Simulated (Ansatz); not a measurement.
**BN (model cell, started as rocksalt type): the cell at rest**

Task: relax BN (model cell, started as rocksalt type) tightly.

Main program and level: Ansatz 0.2.0; DFT PBEsol, scalar-relativistic, plane waves, PAW; PAW set soft_1.

The structure was built from a prototype and need not be the compound's stable phase.

## 1. Starting point

Symmetry: Fm-3m, No. 225, cubic system. The conventional cell has a = 3.520 Å, b = 3.520 Å, c = 3.520 Å, α = 90.00°, β = 90.00°, γ = 90.00°. Nearest to B lie 6 N at 1.76 Å. Nearest to N lie 6 B at 1.76 Å. Farther neighbours and most contacts between anions are not listed.

## 2. A coarse first look

First a cheap look: the gap decides the mesh and the occupations, the pressure tells how far the cell has to move.

input.yaml reads:

```yaml
crystal:
  lattice:
    - [0.0, 1.76, 1.76]
    - [1.76, 0.0, 1.76]
    - [1.76, 1.76, 0.0]
  atoms:
    - { symbol: B, position: [0.0, 0.0, 0.0] }
    - { symbol: "N", position: [0.5, 0.5, 0.5] }
kpoints:
  mp_grid: { grid: [8, 8, 8] }
hamiltonian:
  xc: pbesol
  pseudopotentials: { kind: paw, azcp: { folder: soft_1 }, xc_functional: pbe }
scf:
  occupations: { method: gaussian, width: 0.1 }
output:
  forces: true
  stress: true
  eigenvalues: true
```

The run is started by

```console
ansatz run input.yaml --threads 4 --pin off --max-ram 10240MiB --backend cpu --events-out ev --progress --plain --runs-dir out
```

Numbers of over 12 decimals in the logs are rounded to 6 here.

The program printed:

```text
Engine: ansatz 0.2.0, x86_64-unknown-linux-gnu
Pseudopotentials: kind: paw
Pseudopotential: B, paw, valence charge 3, recommended cutoff 420 eV (normal), soft_1/B.paw.azcp
Pseudopotential: N, paw, valence charge 5, recommended cutoff 420 eV (normal), soft_1/N.paw.azcp
Functional definition: PBEsol
  exchange = pbesol_x
  correlation = pbesol_c
Crystal: 2 atoms, lattice volume = 10.904 Å³
[...]
--- Band table (eV; the first three rows and the last of 29) ---
  k-point 0: bands = ["-8.0958", "13.2435", "13.2435", "13.2435", "22.8769", "25.9253", "25.9253", "25.9253"]
  k-point 1: bands = ["-7.6629", "11.4800", "13.2147", "13.2147", "23.2241", "24.5933", "24.5933", "25.7417"]
  k-point 2: bands = ["-6.3929", "7.7431", "13.2227", "13.2227", "22.1031", "22.1031", "22.4602", "26.4702"]
  k-point 28: bands = ["-0.0481", "4.7615", "4.7615", "7.2173", "21.0534", "21.7345", "28.1920", "28.1920"]
[key lines of the parts left out:]
SCF converged after 6 iterations
Free energy (F): -530.456371 eV
Fermi energy:    14.621703 eV
P = ⅓ Tr σ = -12.1805 GPa (-121.805 kbar)
```

It took 1.9 s on 4 threads of Intel Xeon Platinum 8375C at 2.90GHz (Ice Lake), shared host; peak memory 0.3 GiB.

A gap read on the k-mesh alone can miss the band edges.

This step gave:

- pressure: -12.18 GPa
- gap on the k-mesh: 1.178 eV
- volume per atom: 5.452 Å³
- direct gap on mesh: 5.747 eV

The coarse mesh shows a gap of 1.18 eV and a pressure of -12.2 GPa.

## 3. Coarse relaxation

A rough relaxation comes first, because large forces or stress need no tight tolerances yet.

input.yaml: that of step 2 with these lines changed.

```diff
@@ -9,3 +9,3 @@
 kpoints:
-  mp_grid: { grid: [8, 8, 8] }
+  mp_grid: { grid: [10, 10, 10] }
 hamiltonian:
@@ -19 +19,6 @@
   eigenvalues: true
+relax:
+  adjacent_minimum: "off"
+  f_tol: 0.05
+  max_steps: 80
+  cell: { stress_tol: 0.5 }
```

The program printed:

```text
[...]
Crystal: 2 atoms, lattice volume = 10.904 Å³
Basis set: ecut = 420 eV, 181 PW (Γ), exchange–correlation on 36×36×36 points (8 copies of the dense FFT grid, shifted against one another)
Bands: 8, of which v1, the nominal top of the filled ones, is band 4 counted from 1 (3 counted from 0)
Symmetry: 48 space group operations
[...]
k-points: 47 of 1000
[...]
--- Relaxed structure (3 steps of the walk, 3 accepted, 1 SCFs on fresh bases) ---
  F+E_penalty+E_count = -530.47268545 eV   max|allowed force component| = 3.525e-30 eV/Å   (the final SCF, on the basis selected at the relaxed cell)
  cell:  # Å, volume = 10.5567 Å³
    - [0, 1.741136, 1.741136]
    - [1.741136, 0, 1.741136]
    - [1.741136, 1.741136, 0]
  atoms:
    - { symbol: B, position: [0, 0, 0] }
    - { symbol: N, position: [0.5, 0.5, 0.5] }
[key lines of the parts left out:]
SCF converged after 7 iterations
Free energy (F): -530.472685 eV
Fermi energy:    15.328857 eV
P = ⅓ Tr σ = 0.0142 GPa (0.142 kbar)
```

Wall time 1.2 s (4 threads); peak memory 0.33 GiB.

Step by step:

| step | energy less that of the first step (eV) | largest force component (eV/Å) | pressure (GPa) | volume (Å³) |
| --- | --- | --- | --- | --- |
| 1 | 0.0000 | 0.0000 | -12.13 | 10.90 |
| 2 | -0.0109 | 0.0000 | -5.99 | 10.73 |
| 3 | -0.0147 | 0.0000 | 0.27 | 10.56 |
| 4* | -0.0135 | 0.0000 | 0.01 | 10.56 |

Relaxation steps marked * repeat the geometry before them on a plane-wave basis chosen anew for their cell, so energy and pressure can jump there.

The run keeps the 48 symmetry operations that it works with, so distortions that break them were not tested.

| conventional cell, symmetrised | before | after | change |
| --- | --- | --- | --- |
| a (Å) | 3.520 | 3.482 | -1.1 % |
| b (Å) | 3.520 | 3.482 | -1.1 % |
| c (Å) | 3.520 | 3.482 | -1.1 % |
| volume (Å³/atom) | 5.45 | 5.28 | -3.2 % |

The relaxed structure:

```
B N
1.0
     0.00000    1.74114    1.74114
     1.74114    0.00000    1.74114
     1.74114    1.74114    0.00000
B N
1 1
Direct
  0.00000 0.00000 0.00000
  0.50000 0.50000 0.50000
```

This step gave:

- pressure: 0.01423 GPa
- gap on the k-mesh: 1.428 eV
- volume per atom: 5.278 Å³
- direct gap on mesh: 5.864 eV

In this step the volume went from 5.45 to 5.28 Å³/atom.

## 4. Bringing the structure to rest

Harmonic phonons are second derivatives at a point where the forces vanish, and they are wanted at zero stress, so atoms and cell are relaxed first.

input.yaml, the sections that differ from step 3:

```yaml
crystal:
  lattice:
    - [0.0, 1.7411355401, 1.7411355401]
    - [1.7411355401, 0.0, 1.7411355401]
    - [1.7411355401, 1.7411355401, 0.0]
  atoms:
    - { symbol: B, position: [0.0, 0.0, 0.0] }
    - { symbol: "N", position: [0.5, 0.5, 0.5] }
kpoints:
  mp_grid: { grid: [12, 12, 12] }
scf:
  occupations: { method: gaussian, width: 0.02 }
relax:
  adjacent_minimum: "off"
  f_tol: 0.005
  max_steps: 80
  cell: { stress_tol: 0.05 }
# hamiltonian, output: as in step 3
```

The program printed:

```text
[...]
Crystal: 2 atoms, lattice volume = 10.557 Å³
Basis set: ecut = 420 eV, 181 PW (Γ), exchange–correlation on 36×36×36 points (8 copies of the dense FFT grid, shifted against one another)
Bands: 8, of which v1, the nominal top of the filled ones, is band 4 counted from 1 (3 counted from 0)
[... 1 set-up line as in the run before ...]
[...]
k-points: 72 of 1728
[...]
SCF iter   1: F=—  HF=-530.916056 eV  |F-HF|=—  |Δ(HF+E_count)|=         —  Δρ=1.31e-1  dr2=1.53e0  ethr=3.10e-3  ⟨swp⟩=4.6  Hψ=3657  notcnv=0
[...]
SCF iter   6: F=-530.473165 eV  HF=-530.473165 eV  |F-HF|=4.82e-10  |Δ(HF+E_count)|=   2.04e-9  Δρ=4.24e-6  dr2=8.55e-10  ethr=6.66e-10  ⟨swp⟩=1.9  Hψ=1851  notcnv=0
SCF 1 converged in 6 iterations: F = -530.473165 eV  dr2 = 8.55e-10
[...]
relax step   1: F+E_penalty+E_count = -530.47316483 eV  Δ(F+E_penalty+E_count) = +0.000e0 eV  max|allowed force component| = 1.946e-29 eV/Å  Δτ_max = 0.0000 Å  P = +0.029 GPa  Ω = 10.557 Å³  (6 SCF iters, dr2 threshold 1.00e-7 eV, accepted)
[...]
SCF iter   8: F=-530.473165 eV  HF=-530.473165 eV  |F-HF|=0.00e0  |Δ(HF+E_count)|=  1.14e-13  Δρ=7.09e-11  dr2=2.62e-19  ethr=1.00e-12  ⟨swp⟩=1.0  Hψ=1441  notcnv=0
SCF 2 converged in 8 iterations: F = -530.473165 eV  dr2 = 2.62e-19
relax step   2: F+E_penalty+E_count = -530.47316483 eV  Δ(F+E_penalty+E_count) = -2.278e-10 eV  max|allowed force component| = 1.735e-29 eV/Å  Δτ_max = 0.0000 Å  P = +0.030 GPa  Ω = 10.557 Å³  stress off target by 2.97e-2 GPa  SCF on the basis re-selected at this cell (its energy is not comparable with the rows above)  (8 SCF iters)
basis re-selected at this cell: Δ(F+E_penalty+E_count) = -2.278e-10 eV, ΔP = +0.000 GPa vs the last step (what re-selecting the basis moved, of the pressure what is left beyond the Pulay correction that the steps carried, after the strain that the cell walked since its last selection, with what the two solves' SCF thresholds leave and, on support functions, any second-order correction that the steps lacked; it is no  [...]
SCF converged after 8 iterations
Free energy (F): -530.473165 eV
[...]
Internal energy: -530.473165 eV  (E = F + TS)
E sigma→0 (E₀):  -530.473165 eV
Fermi energy:    15.394472 eV
[...]
--- Stress (GPa, compression-positive) ---
        0.029666       0.000000       0.000000
       -0.000000       0.029666       0.000000
        0.000000      -0.000000       0.029666
  P = ⅓ Tr σ = 0.0297 GPa (0.297 kbar)
--- Band table (eV; the first three rows and the last of 72) ---
[...]
--- Relaxed structure (1 steps of the walk, 1 accepted, 1 SCFs on fresh bases) ---
[...]
cell:  # Å, volume = 10.5567 Å³
    - [0.0, 1.7411355401, 1.7411355401]
    - [1.7411355401, 0.0, 1.7411355401]
    - [1.7411355401, 1.7411355401, 0.0]
  atoms:
    - { symbol: B, position: [0.0, 0.0, 0.0] }
    - { symbol: N, position: [0.500000, 0.500000, 0.500000] }
```

It took 0.81 s on 4 threads; peak memory 0.33 GiB; 2.2 s of CPU time.

Little changed from the start: no atom moved by 0.005 Å and no cell edge by 0.1 %.

Numbers from this step:

| Item | Value |
| --- | --- |
| pressure | 0.02967 GPa |
| gap on the k-mesh | 1.282 eV |
| direct gap on mesh | 5.865 eV |

In this step the volume went from 5.28 to 5.28 Å³/atom.

## 5. Tight relaxation

Phonons need a cell at rest on their own settings, so the relaxation is repeated with tight tolerances on forces and stress, using the mesh and the filling of the phonon run that follows.

input.yaml: that of step 4 with these lines changed.

```diff
@@ -14,3 +14,3 @@
 scf:
-  occupations: { method: gaussian, width: 0.02 }
+  occupations: { method: fixed }
 output:
@@ -21,4 +21,4 @@
   adjacent_minimum: "off"
-  f_tol: 0.005
-  max_steps: 80
-  cell: { stress_tol: 0.05 }
+  f_tol: 0.001
+  max_steps: 60
+  cell: { stress_tol: 0.01 }
```

The program printed:

```text
[...]
Crystal: 2 atoms, lattice volume = 10.557 Å³
Basis set: ecut = 420 eV, 181 PW (Γ), exchange–correlation on 36×36×36 points (8 copies of the dense FFT grid, shifted against one another)
Bands: 8, of which v1, the nominal top of the filled ones, is band 4 counted from 1 (3 counted from 0)
[... 1 set-up line as in the run before ...]
[...]
k-points: 72 of 1728
[...]
P = ⅓ Tr σ = 0.0024 GPa (0.024 kbar)
--- Band table (eV; the first three rows and the last of 72) ---
[...]
--- Relaxed structure (3 steps of the walk, 3 accepted, 1 SCFs on fresh bases) ---
[...]
cell:  # Å, volume = 10.5574 Å³
    - [0, 1.741176, 1.741176]
    - [1.741176, 0, 1.741176]
    - [1.741176, 1.741176, 0]
  atoms:
    - { symbol: B, position: [0, 0, 0] }
    - { symbol: N, position: [0.500000, 0.500000, 0.500000] }
[key lines of the parts left out:]
SCF converged after 4 iterations
Free energy (F): -530.473181 eV
Fermi energy:    14.751726 eV
```

Run time: 1.3 s. Hardware: 4 threads; peak memory 0.33 GiB; 3.5 s of CPU time.

Little changed from the start: no atom moved by 0.005 Å and no cell edge by 0.1 %.

This step gave:

```yaml
pressure: 0.002378 GPa
volume_per_atom: 5.279 Å³
direct_gap_on_mesh: 5.864 eV
```

The forces vanish by symmetry and the pressure is 0.002 GPa, within the tolerances set. The cell now holds 5.28 Å³/atom.

## 6. Outcome

```yaml
space_group_after_relaxation_within_0p01_a: Fm-3m
lattice_constant_a: 3.482 Å
lattice_constant_b: 3.482 Å
lattice_constant_c: 3.482 Å
volume_per_atom: 5.28 Å³
gap_on_the_k_mesh: 1.28 eV
```

What this shows: The forces vanish by symmetry and the pressure is 0.002 GPa, within the tolerances set. The cell now holds 5.28 Å³/atom. The relaxation keeps the symmetry of its start, so it says nothing on stability against lower symmetry. The PAW files were made for PBE and serve the other functionals too. The starting cell was built on a prototype and not taken from a measurement, so the phase need not exist.

[Logs are printed without paths, hosts, clocks, repeated set-up lines and the standing remarks that a program may print on its own settings, such as how far it seeks lower states.]

[Hosts, paths, dates, database ids (printed as entryN), source tags and the programs' standing remarks are cut or masked in the printed files.]
